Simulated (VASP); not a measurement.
# Si: an input that fails (self-consistent run)

Si, Fd-3m (no. 227), 2 atoms in the cell.

INCAR:
```
PREC = Normal
ENCUT = 250
EDIFF = 1E-5
ISMEAR = 0
SIGMA = 0.05
LREAL = F
LASPH = T
NELM = 40
ALGO = Normal
ISIF = 2
LWAVE = F
LCHARG = F
ML_LMLFF = T
ML_TYPE = grace
ML_MODE = run
IBRION = 0
MDALGO = 2
SMASS = 0
POTIM = 1
NSW = 2
TEBEG = 300
```

KPOINTS:
```
k-points
0
Gamma
  4 4 4
```

POSCAR:
```
Si
1.0
    0.0000000000      2.7218511865      2.7218511865
    2.7218511865      0.0000000000      2.7218511865
    2.7218511865      2.7218511865      0.0000000000
Si
2
Direct
    0.5000000000      0.5000000000      0.5000000000
    0.7500000000      0.7500000000      0.7500000000
```

Commands:
```
cat potpaw_PBE.64/Si/POTCAR > POTCAR
mpirun -np 1 vasp_std > vasp.out
```

VASP stops with:
```
Found ML_TYPE = grace in INCAR but VASP was compiled without VASPml library which is a prerequisite for GRACE force field support. Please recompile VASP with VASPml (-Dlibvaspml) and enable GRACE support (-DVASPML_ENABLE_GRACE). ---->  I REFUSE TO CONTINUE WITH THIS SICK JOB ... BYE!!! <----
```

Cause: an option that this build lacks.
